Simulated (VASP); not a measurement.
# A VASP 6.6.1 single-point calculation on AlN

INCAR

```
LCHARG = .FALSE.
GGA = PE
ISIF = 2
LREAL = .FALSE.
EDIFF = 1E-7
NSW = 0
LASPH = .TRUE.
LWAVE = .FALSE.
SIGMA = 0.02
ISMEAR = -1
NELM = 120
NBANDS = 16
PREC = Accurate
IBRION = -1
ENCUT = 520
```

KPOINTS

```
KPOINTS created by Atomic Simulation Environment
0
Gamma
10 10 5
0 0 0
```

POSCAR

```
Al N
 1.0000000000000000
     3.1066937601931870    0.0000000000000000    0.0000000000000000
    -1.5533468800965935    2.6904757181059007    0.0000000000000000
     0.0000000000000000    0.0000000000000000    4.8790197208999997
 Al  N
   2   2
Cartesian
  0.0000000000000001  1.7936504787372674 -0.0261923503585143
  1.5533468800965939  0.8968252393686337  2.4133175100914861
  0.0000000000000001  1.7936504787372674  1.8558247456960146
  1.5533468800965939  0.8968252393686337  4.2953346061460147
```

The recommended PBE PAW datasets give the neutral cell 16 valence electrons.

Command

```
mpirun -np 1 vasp_std
```

Q: Predict the outcome of this run.

A: It converged. Results: gap between bands v and c on the k mesh 4.31 eV; least direct gap on the k mesh 4.31 eV; pressure 8.5 GPa; largest force 0.02 eV/Å. Band v is the last that the valence electrons fill when counted band by band, and c is the next.

OSZICAR

```
N       E                     dE             d eps       ncg     rms          rms(c)
DAV:   1     0.439192576053E+02    0.43919E+02   -0.73032E+03  1344   0.896E+02
DAV:   2    -0.310443705551E+02   -0.74964E+02   -0.68671E+02  1920   0.191E+02
DAV:   3    -0.345421192288E+02   -0.34977E+01   -0.34883E+01  1688   0.427E+01
DAV:   4    -0.345627854813E+02   -0.20666E-01   -0.20665E-01  1704   0.373E+00
DAV:   5    -0.345630464338E+02   -0.26095E-03   -0.26095E-03  1704   0.423E-01    0.123E+01
DAV:   6    -0.297191295589E+02    0.48439E+01   -0.10591E+01  1600   0.238E+01    0.422E+00
DAV:   7    -0.297381173275E+02   -0.18988E-01   -0.71088E-01  1496   0.594E+00    0.299E+00
DAV:   8    -0.297307661807E+02    0.73511E-02   -0.59425E-02  1528   0.223E+00    0.578E-01
DAV:   9    -0.297257751434E+02    0.49910E-02   -0.12268E-02  1808   0.824E-01    0.243E-01
DAV:  10    -0.297263876715E+02   -0.61253E-03   -0.22289E-03  1456   0.299E-01    0.131E-01
DAV:  11    -0.297263068245E+02    0.80847E-04   -0.18100E-04  1592   0.104E-01    0.312E-02
DAV:  12    -0.297263100328E+02   -0.32082E-05   -0.11024E-05  1528   0.265E-02    0.720E-03
DAV:  13    -0.297263098838E+02    0.14894E-06   -0.44625E-06  1544   0.166E-02    0.443E-03
DAV:  14    -0.297263098821E+02    0.16876E-08   -0.32695E-07  1600   0.490E-03
   1 F= -.29726310E+02 E0= -.29726310E+02  d E =-.418918E-11
```

For comparison, a separate PBE run of the intended cell, on usual settings and not on those above, gives a gap of 4.31 eV on its mesh and a pressure of 8.5 GPa.
